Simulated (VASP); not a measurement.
# HgTe (I4/mmm) in VASP: further runs, part 2 of 2

VASP 6.6.1. Earlier steps stand in the parts before.

## 3. Single point, PBEsol (strain +0.050 along x and y, +0.000 along z, atoms carried along)

INCAR reads:

```
ALGO     = Fast           # electronic algorithm
EDIFF    = 1E-6           # SCF threshold, eV
ENCUT    = 520            # plane-wave cutoff, eV
GGA      = PS             # functional
ISIF     = 2              # what is computed and relaxed
ISMEAR   = 0              # smearing method
LASPH    = T              # aspherical terms in the spheres
LCHARG   = F              # write CHGCAR
LREAL    = F              # projectors in reciprocal space
LWAVE    = F              # write WAVECAR
NBANDS   = 16             # bands
NELM     = 100            # most SCF steps
PREC     = Accurate       # precision mode
SIGMA    = 0.15           # smearing width, eV
```

KPOINTS reads:

```
k-points
0
Gamma
  14 14 14
```

POSCAR reads:

```
HgTe
1.0
    0.0000000000      3.2309728500      3.0771170000
    3.2309728500      0.0000000000      3.0771170000
    3.2309728500      3.2309728500      0.0000000000
Hg Te
1 1
Direct
    0.0000000000      0.0000000000      0.0000000000
    0.5000000000      0.5000000000      0.5000000000
```

Potentials or basis: VASP PAW PBE potentials, release 64 (Hg, Te).

Launch:

```bash
$ cat potpaw_PBE.64/Hg/POTCAR potpaw_PBE.64/Te/POTCAR > POTCAR
$ mpirun -np 1 vasp_std > vasp.out
```

OUTCAR:

```text
EDIFF = 1E-6
   ENCUT = 520
   GGA = PS
   ISIF = 2
   ISMEAR = 0
   LASPH = T
   LREAL = F
   NELM = 100
   PREC = Accurate

 ion  position               nearest neighbor table
   1  0.000  0.000  0.000-   2 3.08   2 3.08   2 3.23   2 3.23   2 3.23   2 3.23
   2  0.500  0.500  0.500-   1 3.08   1 3.08   1 3.23   1 3.23   1 3.23   1 3.23

  LATTYP: Found a body centered tetragonal cell.
 ALAT       =     4.5692856241
 C/A-ratio  =     1.3468700594

  Lattice vectors:

 A1 = (   0.0000000000,  -3.2309728500,  -3.0771170000)
 A2 = (   0.0000000000,   3.2309728500,  -3.0771170000)
 A3 = (   3.2309728500,   0.0000000000,   3.0771170000)

Analysis of symmetry for initial positions (statically):
=====================================================================
 Subroutine PRICEL returns:
 Original cell was already a primitive cell.

 Routine SETGRP: Setting up the symmetry group for a
 body centered tetragonal supercell.

 Subroutine GETGRP returns: Found 16 space group operations
 (whereof 16 operations were pure point group operations)
 out of a pool of 16 trial point group operations.

The static configuration has the point symmetry D_4h.

Analysis of symmetry for dynamics (positions and initial velocities):
=====================================================================
 Subroutine PRICEL returns:
 Original cell was already a primitive cell.

 Routine SETGRP: Setting up the symmetry group for a
 body centered tetragonal supercell.

 Subroutine GETGRP returns: Found 16 space group operations
 (whereof 16 operations were pure point group operations)
 out of a pool of 16 trial point group operations.

The dynamic configuration has the point symmetry D_4h.

 Subroutine INISYM returns: Found 16 space group operations
 (whereof 16 operations are pure point group operations),
 and found     1 'primitive' translations

----------------------------------------------------------------------------------------

                                     Primitive cell

  volume of cell :      64.2452

  direct lattice vectors                    reciprocal lattice vectors
     0.000000000  3.230972850  3.077117000    -0.154752152  0.154752152  0.162489759
     3.230972850  0.000000000  3.077117000     0.154752152 -0.154752152  0.162489759
     3.230972850  3.230972850  0.000000000     0.154752152  0.154752152 -0.162489759

  length of vectors
     4.461819650  4.461819650  4.569285624     0.272579124  0.272579124  0.272579124

  position of ions in fractional coordinates (direct lattice)
     0.000000000  0.000000000  0.000000000
     0.500000000  0.500000000  0.500000000

  ion indices of the primitive-cell ions
   primitive index   ion index
                 1           1
                 2           2

----------------------------------------------------------------------------------------

 KPOINTS: k-points

Automatic generation of k-mesh.
 Grid dimensions read from file:
 generate k-points for:   14   14   14

 Generating k-lattice:

  Cartesian coordinates                     Fractional coordinates (reciprocal lattice)
    -0.011053725  0.011053725  0.011606411     0.071428571 -0.000000000  0.000000000
     0.011053725 -0.011053725  0.011606411    -0.000000000  0.071428571  0.000000000
     0.011053725  0.011053725 -0.011606411     0.000000000  0.000000000  0.071428571

  Length of vectors
     0.019469937  0.019469937  0.019469937

  Shift w.r.t. Gamma in fractional coordinates (k-lattice)
     0.000000000  0.000000000  0.000000000

 Subroutine IBZKPT returns following result:
 ===========================================

 Found    244 irreducible k-points:

 Following reciprocal coordinates:
            Coordinates               Weight
  0.000000  0.000000  0.000000      1.000000
  0.071429  0.000000  0.000000      8.000000
  0.142857  0.000000  0.000000      8.000000
  0.214286  0.000000  0.000000      8.000000
  0.285714  0.000000  0.000000      8.000000
  0.357143  0.000000  0.000000      8.000000
[... 16 lines left out ...]
  0.214286  0.142857  0.000000      8.000000
  0.285714  0.142857  0.000000      8.000000
 [... further k-points ...]
   k-points           NKPTS =    244   k-points in BZ     NKDIM =    244   number of bands    NBANDS=     16
   number of dos      NEDOS =    301   number of ions     NIONS =      2
   total plane-waves  NPLWV =  46656
   dimension x,y,z NGX =    36 NGY =   36 NGZ =   36
   dimension x,y,z NGXF=    72 NGYF=   72 NGZF=   72
   ions per type =               1   1
   NGX,Y,Z   is equivalent  to a cutoff of  13.41, 13.41, 13.10 a.u.
   NGXF,Y,Z  is equivalent  to a cutoff of  26.83, 26.83, 26.20 a.u.
 SYSTEM =  unknown system
   PREC   = accura    normal or accurate (medium, high low for compatibility)
   ISTART =      0    job   : 0-new  1-cont  2-samecut
   ICHARG =      2    charge: 1-file 2-atom 10-const
   ISPIN  =      1    spin polarized calculation?
   LNONCOLLINEAR =      F non collinear calculations
   LSORBIT =      F    spin-orbit coupling
   LASPH  =      T    aspherical Exc in radial PAW
   ENCUT  =  520.0 eV  38.22 Ry    6.18 a.u.   8.30  8.30  8.50*2*pi/ulx,y,z
   NELM   =    100;   NELMIN=  2; NELMDL= -5     # of ELM steps
   EDIFF  = 0.1E-05   stopping-criterion for ELM
   LREAL  =      F    real-space projection
   EDIFFG = 0.1E-04   stopping-criterion for IOM
   NSW    =      0    number of steps for IOM
   IBRION =     -1    ionic relax: 0-MD 1-quasi-New 2-CG
   NFREE  =      0    steps in history (QN), initial steepest desc. (CG)
   ISIF   =      2    stress and relaxation
   ISYM   =      2    0-nonsym 1-usesym 2-fastsym
   POTIM  = 0.5000    time-step for ionic-motion
   TEBEG  =    0.0;   TEEND  =   0.0 temperature during run
   PSTRESS=    0.0 pullay stress
   NELECT =      18.0000    total number of electrons
   NUPDOWN=      -1.0000    fix difference up-down
   EMIN   =  10.00;   EMAX   =-10.00  energy-range for DOS
   EFERMI =   0.00;   METHOD = LEGACY
   ISMEAR =     0;   SIGMA  =   0.15  broadening in eV -4-tet -1-fermi 0-gaus
   EFERMI_NEDOS =   21; number of points for ismear=-14 and -15
   IALGO  =     68    algorithm
   IMIX   =      4    mixing-type and parameters
     AMIX     =   0.40;   BMIX     =  1.00
     AMIX_MAG =   1.60;   BMIX_MAG =  1.00
  volume/ion in A,a.u.               =      32.12       216.77
  Fermi-wavevector in a.u.,A,eV,Ry     =   1.071237  2.024344 15.613340  1.147548
  Thomas-Fermi vector in A             =   2.206971
   LORBIT       =      0    0 simple, 1 ext, 2 COOP (PROOUT), +10 PAW based schemes
   GGA     = PS    functional components
   LHFCALC =     F    Hartree Fock is set to
   AEXX    =    0.0000 exact exchange contribution
   IVDW    =     0    specifies the selected vdW correction
   LEPSILON=     F    determine dielectric tensor
   LRPA    =     F    only Hartree local field effects (RPA)
 non-spin polarized calculation
 RMM-DIIS sequential band-by-band and
 Gauss-broadening in eV      SIGMA  =   0.15
  energy-cutoff  :      520.00
  volume of cell :       64.25
 maximum number of plane-waves:      1763
 NGX is ok and might be reduce to    36
   NGX = 17   NGY = 17   NGZ = 17

 number of electron      17.9999999 magnetization

 Free energy of the ion-electron system (eV)
  ---------------------------------------------------
  ext. energy  EPLUGINS =         0.00000000
  ---------------------------------------------------
  free energy    TOTEN  =        -3.97866548 eV

  energy without entropy =       -3.96077834  energy(sigma->0) =       -3.96972191

 E-fermi :   2.9087     XC(G=0):  -9.4609

 val. band max:        2.9052194450   @ k =  -0.2143   0.0714   0.0000
 cond. band min:       2.9144387154   @ k =   0.0714   0.0000   0.0000
 fundamental gap:      0.0092192705
 Fermi energy:         2.9086832120

 k-point     1 :       0.0000    0.0000    0.0000
  band No.  band energies     occupation
      1      -8.3610      2.00000
      2      -3.3560      2.00000
      3      -3.3008      2.00000
      4      -3.3008      2.00000
      5      -3.2920      2.00000
      6      -3.2203      2.00000
[... 8 lines left out ...]
     15      10.6049      0.00000
     16      11.3575      0.00000
[... 419 lines left out ...]
 k-point    24 :       0.2857    0.1429    0.0000
  band No.  band energies     occupation
      1      -7.8783      2.00000
      2      -3.6320      2.00000
      3      -3.3410      2.00000
      4      -3.2972      2.00000
      5      -3.2238      2.00000
      6      -3.2069      2.00000
[... 8 lines left out ...]
     15      12.4289      0.00000
     16      12.7930      0.00000

 [... further k-points ...]

------------------------ aborting loop because EDIFF is reached ----------------------------------------

  FORCE on cell =-STRESS in cart. coord.  units (eV):
  Direction    XX          YY          ZZ          XY          YZ          ZX
  --------------------------------------------------------------------------------------
  -------------------------------------------------------------------------------------
  Total       -2.5255116     -2.5255116     -2.2784528      0.0000000      0.0000000      0.0000000
  in kB      -62.9824164    -62.9824164    -56.8211480      0.0000000      0.0000000      0.0000000
  external PRESSURE =     -60.9286603 kB  Pullay stress =       0.0000000 kB

 VOLUME and BASIS-vectors are now :
 -----------------------------------------------------------------------------
  energy-cutoff  :      520.00
  volume of cell :       64.25
      direct lattice vectors                 reciprocal lattice vectors
     0.000000000  3.230972850  3.077117000    -0.154752152  0.154752152  0.162489759
     3.230972850  0.000000000  3.077117000     0.154752152 -0.154752152  0.162489759
     3.230972850  3.230972850  0.000000000     0.154752152  0.154752152 -0.162489759

 POSITION                                       TOTAL-FORCE (eV/Angst)
 -----------------------------------------------------------------------------------
      0.00000      0.00000      0.00000         0.000000     -0.000000     -0.000000
      3.23097      3.23097      3.07712        -0.000000      0.000000      0.000000
 -----------------------------------------------------------------------------------
    total drift:                               -0.000000      0.000000      0.000000

  FREE ENERGIE OF THE ION-ELECTRON SYSTEM (eV)
  ---------------------------------------------------
  free  energy   TOTEN  =        -3.9786654785 eV

  energy  without entropy=       -3.9607783371  energy(sigma->0) =       -3.96972191
```

It took 2.7 min on 1 thread of AMD EPYC 9R45 (Zen 5), shared host; peak memory 0.38 GiB.

What came out:

| Item | Value |
| --- | --- |
| Free energy | -3.9787 eV |
| Pressure | -6.1 GPa |
| Band gap on the k mesh | none (metal or under the smearing width) |

Stress tensor (GPa, compression positive):
```
-6.30  0.00  0.00
 0.00 -6.30  0.00
 0.00  0.00 -5.68
```

Levels at points of the mesh, in eV from the Fermi level:
```csv
k point,band 7,band 8,band 9,band 10,band 11,band 12
"(0.00, 0.00, 0.00)",-1.39,-0.73,-0.40,-0.40,7.12,7.12
"(0.50, 0.00, 0.00)",-4.96,0.09,0.30,2.68,3.15,3.95
"(0.50, 0.50, 0.00)",-3.54,-2.69,-1.88,-1.88,4.83,8.34
"(0.50, 0.00, 0.50)",-3.47,-2.49,-1.98,-1.53,5.05,7.97
```

Caveat: the PAW data sets were made with another functional, which shifts forces and pressure a little. Spin-orbit coupling is left out, which matters for the levels of Hg, Te.

## 4. Single point, PBEsol (strain +0.000 along x and y, -0.050 along z, atoms carried along)

INCAR reads:

```
PREC     = Accurate       # precision mode
ENCUT    = 520            # plane-wave cutoff, eV
EDIFF    = 1E-6           # SCF threshold, eV
ISMEAR   = 0              # smearing method
SIGMA    = 0.15           # smearing width, eV
LREAL    = F              # projectors in reciprocal space
LASPH    = T              # aspherical terms in the spheres
NELM     = 100            # most SCF steps
ALGO     = Fast           # electronic algorithm
ISIF     = 2              # what is computed and relaxed
LWAVE    = F              # write WAVECAR
LCHARG   = F              # write CHGCAR
GGA      = PS             # functional
NBANDS   = 16             # bands
```

KPOINTS reads:

```
regular mesh
0
Gamma
  14 14 14
```

POSCAR reads:

```
HgTe
1.0
    0.0000000000      3.0771170000      2.9232611500
    3.0771170000      0.0000000000      2.9232611500
    3.0771170000      3.0771170000      0.0000000000
Hg Te
1 1
Direct
    0.0000000000      0.0000000000      0.0000000000
    0.5000000000      0.5000000000      0.5000000000
```

Launch:

```bash
$ cat potpaw_PBE.64/Hg/POTCAR potpaw_PBE.64/Te/POTCAR > POTCAR
$ mpirun -np 1 vasp_std > vasp.out
```

It took 1.7 min on 1 thread of AMD EPYC 9R45 (Zen 5), shared host; peak memory 0.32 GiB.

It converged, with:

- Free energy: -4.1907 eV
- Pressure: -0.7 GPa
- Band gap on the k mesh: none (metal or under the smearing width)

Stress tensor (GPa, compression positive):
```
-1.85  0.00  0.00
 0.00 -1.85  0.00
 0.00  0.00  1.53
```

Levels at points of the mesh, in eV from the Fermi level:
```csv
k point,band 5,band 6,band 7,band 8,band 9,band 10,band 11,band 12,band 13,band 14
"(0.00, 0.00, 0.00)",-6.72,-6.62,-0.98,-0.88,-0.60,-0.60,7.39,7.39,7.59,7.59
"(0.50, 0.00, 0.00)",-6.52,-6.51,-5.60,0.17,0.46,2.49,3.70,3.89,4.17,10.33
"(0.50, 0.50, 0.00)",-6.46,-5.75,-4.48,-3.01,-2.48,-2.48,4.57,9.14,9.14,9.96
"(0.50, 0.00, 0.50)",-6.42,-5.84,-4.43,-2.68,-2.56,-2.04,4.85,8.63,9.62,10.08
```

Caveat: the PAW data sets were made with another functional, which shifts forces and pressure a little.

## 5. Single point, PBEsol (strain -0.050 along x and y, +0.000 along z, atoms carried along)

INCAR reads:

```
SYSTEM = HgTe
PREC     = Accurate       ! precision mode
ENCUT    = 520            ! plane-wave cutoff, eV
EDIFF    = 1E-6           ! SCF threshold, eV
ISMEAR   = 0              ! smearing method
SIGMA    = 0.15           ! smearing width, eV
LREAL    = .False.        ! projectors in reciprocal space
LASPH    = .True.         ! aspherical terms in the spheres
NELM     = 100            ! most SCF steps
ALGO     = Fast           ! electronic algorithm
ISIF     = 2              ! what is computed and relaxed
LWAVE    = .False.        ! write WAVECAR
LCHARG   = .False.        ! write CHGCAR
GGA      = PS             ! functional
NBANDS   = 16             ! bands
```

KPOINTS reads:

```
Automatic mesh
0
Gamma
  14 14 14
  0 0 0
```

POSCAR reads:

```
HgTe
1.0
    0.0000000000      2.9232611500      3.0771170000
    2.9232611500      0.0000000000      3.0771170000
    2.9232611500      2.9232611500      0.0000000000
Hg Te
1 1
Direct
    0.0000000000      0.0000000000      0.0000000000
    0.5000000000      0.5000000000      0.5000000000
```

Launch:

```bash
$ cat potpaw_PBE.64/Hg/POTCAR potpaw_PBE.64/Te/POTCAR > POTCAR
$ mpirun -np 1 vasp_std > vasp.out
```

Wall time 98 s (1 thread of AMD EPYC 9R45 (Zen 5), shared host); peak memory 0.32 GiB.

Results (log left out):

| Item | Value |
| --- | --- |
| Free energy | -4.1812 eV |
| Pressure | 2.5 GPa |
| Band gap on the k mesh | none (metal or under the smearing width) |

Stress tensor (GPa, compression positive):
```
3.56 0.00 0.00
0.00 3.56 0.00
0.00 0.00 0.26
```

Levels at points of the mesh, in eV from the Fermi level:
```
           k point  band 5  band 6  band 7  band 8  band 9  band 10  band 11  band 12  band 13  band 14
(0.00, 0.00, 0.00)   -6.90   -6.90   -0.95   -0.95   -0.66    -0.58     7.08     7.53     7.73     7.73
(0.50, 0.00, 0.00)   -6.73   -6.72   -5.84    0.17    0.56     2.40     3.66     4.01     4.12    10.51
(0.50, 0.50, 0.00)   -6.62   -5.97   -4.79   -2.62   -2.47    -2.47     4.84     9.69     9.69     9.87
(0.50, 0.00, 0.50)   -6.64   -5.86   -4.85   -3.02   -2.93    -2.38     4.58     8.75    10.13    10.23
```

Caveat: the PAW data sets were made with another functional, which shifts forces and pressure a little. The run has no spin-orbit coupling, so splittings on Hg, Te are missing.

## 6. The runs side by side

```tsv
cell	further INCAR settings	gap on the mesh (eV)	pressure (GPa)
strain -0.050 along x and y, +0.050 along z, atoms carried along	ALGO = Fast; EDIFF = 1e-07; NBANDS = 16	none	0.2
strain +0.050 along x and y, +0.000 along z, atoms carried along	ALGO = Fast; EDIFF = 1e-06; NBANDS = 16	none	-6.1
strain +0.000 along x and y, -0.050 along z, atoms carried along	ALGO = Fast; EDIFF = 1e-06; NBANDS = 16	none	-0.7
strain -0.050 along x and y, +0.000 along z, atoms carried along	ALGO = Fast; EDIFF = 1e-06; NBANDS = 16	none	2.5
```

Alike in all rows: task single point; level PBEsol; potentials or basis VASP PAW PBE potentials, release 64 (Hg, Te); no spin polarisation; k mesh 14 × 14 × 14; cutoff (eV) 520; smearing gaussian 0.15 eV.

Caveats: the PAW data sets were made with another functional, which shifts forces and pressure a little.

Absolute energies hang on the potentials; compare differences alone.
